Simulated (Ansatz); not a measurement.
# Ti: the cost of one run

Computed with Ansatz 0.2.0 (DFT PBE, scalar-relativistic, plane waves, PAW, unless a step's input says otherwise).

1 further run of the same task is left out (set aside as unsound or not needed).

## (1) Starting point

The structure is hexagonal, space group P6/mmm (No. 191). Conventional cell: a = 4.580 Å, b = 4.580 Å, c = 2.832 Å, α = 90.00°, β = 90.00°, γ = 120.00°. Ti (site symmetry 6/mmm) is surrounded by 14 Ti at 2.83 to 3.00 Å. Ti (site symmetry -6m2) is surrounded by 11 Ti at 2.64 to 3.00 Å.

Coordinates:

```cif
data_structure
_symmetry_space_group_name_H-M 'P6/mmm'
_symmetry_Int_Tables_number 191
_cell_length_a 4.5795
_cell_length_b 4.5795
_cell_length_c 2.8322
_cell_angle_alpha 90.000
_cell_angle_beta 90.000
_cell_angle_gamma 120.000
_cell_volume 51.44
loop_
_atom_site_label
_atom_site_type_symbol
_atom_site_symmetry_multiplicity
_atom_site_Wyckoff_symbol
_atom_site_fract_x
_atom_site_fract_y
_atom_site_fract_z
_atom_site_occupancy
Ti1 Ti 1 a 0.00000 0.00000 0.00000 1
Ti2 Ti 2 d 0.33333 0.66667 0.50000 1
```

It goes back to an entry of the Materials Project, which need not be the stable form.

It is the result of an earlier relaxation at this level (volume 17.15 Å³/atom; gap on the mesh: none (metal)).

The bulk reference comes from a run made before at the same settings: -2499.6732 eV/atom.

## (2) The (001) slab

Planes are indexed in the bulk's conventional cell (P6/mmm (No. 191)), a = 4.580 Å, b = 4.580 Å, c = 2.832 Å, α = 90.00°, β = 90.00°, γ = 120.00°.

The slab is a (001) slab, 8.5 Å thick as cut, with 15 Å of vacuum; its outer planes are Ti (top) and Ti (bottom).

The slab as cut. Layers, bottom to top:

```csv
plane,atoms per cell,height over the lowest (Å)
1,Ti,0.00
2,Ti2,1.42
3,Ti,2.83
4,Ti2,4.25
5,Ti,5.66
6,Ti2,7.08
7,Ti,8.50
```

## (3) The slab as cut, atoms at the bulk's places

The cell repeats along c, and a dipole correction in the vacuum removes the field between the copies.

Contents of input.yaml:

```yaml
crystal:
  lattice:
    - [4.5795363014, 0.0, 0.0]
    - [-2.2897681507, 3.9659947746, 0.0]
    - [0.0, 0.0, 23.4965179408]
  atoms:
    - { symbol: Ti, position: [0.0, 0.0, 0.3191962323] }
    - { symbol: Ti, position: [0.3333333333, 0.6666666667, 0.3794641549] }
    - { symbol: Ti, position: [0.6666666667, 0.3333333333, 0.3794641549] }
    - { symbol: Ti, position: [0.0, 0.0, 0.4397320774] }
    - { symbol: Ti, position: [0.3333333333, 0.6666666667, 0.5] }
    - { symbol: Ti, position: [0.6666666667, 0.3333333333, 0.5] }
    - { symbol: Ti, position: [0.0, 0.0, 0.5602679226] }
    - { symbol: Ti, position: [0.3333333333, 0.6666666667, 0.6205358451] }
    - { symbol: Ti, position: [0.6666666667, 0.3333333333, 0.6205358451] }
    - { symbol: Ti, position: [0.0, 0.0, 0.6808037677] }
basis:
  ecutwfc: 420
kpoints:
  mp_grid: { grid: [9, 9, 1] }
hamiltonian:
  xc: pbe
scf:
  occupations: { method: gaussian, width: 0.1 }
output:
  forces: true
  stress: true
  eigenvalues: true
  write_density: true
  write_potential: true
  elf: true
  volumetric_format: npy
efield:
  axis: 3
  dipole_correction: true
  ramp_width: 0.04
```

On the command line:

```sh
$ ansatz run input.yaml --threads 1 --pin off --max-ram 2560MiB --backend cpu --events-out ev --progress --plain --runs-dir out
```

**Question.** How long does this run take on 1 thread of Intel Xeon at 2.50GHz (Skylake/Cascade Lake), shared host, and how much memory does it need?

About 77 s, with a peak of 0.72 GiB.
